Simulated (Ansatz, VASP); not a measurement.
## GaN in VASP and in Ansatz

```xyz
2
Lattice="0.0000 2.1085 2.1929 2.1085 0.0000 2.1929 2.1085 2.1085 0.0000" Properties=species:S:1:pos:R:3 pbc="T T T"
Ga    0.0000    0.0000    0.0000
N     2.1085    2.1085    2.1929
```

Change from the starting cell: uniaxial_z strain +4.0%.

Alike in both runs: task single point; functional r2SCAN; k mesh 10 × 10 × 10; no spin polarisation.

|  | VASP | Ansatz |
| --- | --- | --- |
| version | VASP 6.6.1 | Ansatz 0.2.0 |
| potentials or method | VASP PAW PBE potentials, release 64 (Ga_d, N) | plane waves, PAW |
| plane-wave cutoff (eV) | 520 | 500 |
| occupations | gaussian, width 0.01 eV | fixed |
| valence electrons in the cell | 18 | 18 |

```tsv
	VASP	Ansatz	Ansatz less VASP
gap on the k mesh at the Fermi level (eV)	0.73	0.75	+0.023
pressure (GPa)	-7.2	-8.2	-1.08
largest component of the traceless stress (GPa)	3.80	3.45	-0.343
```

Caveats: the PAW data sets were made with another functional, which shifts forces and pressure a little (VASP). A k mesh can miss the band edges.
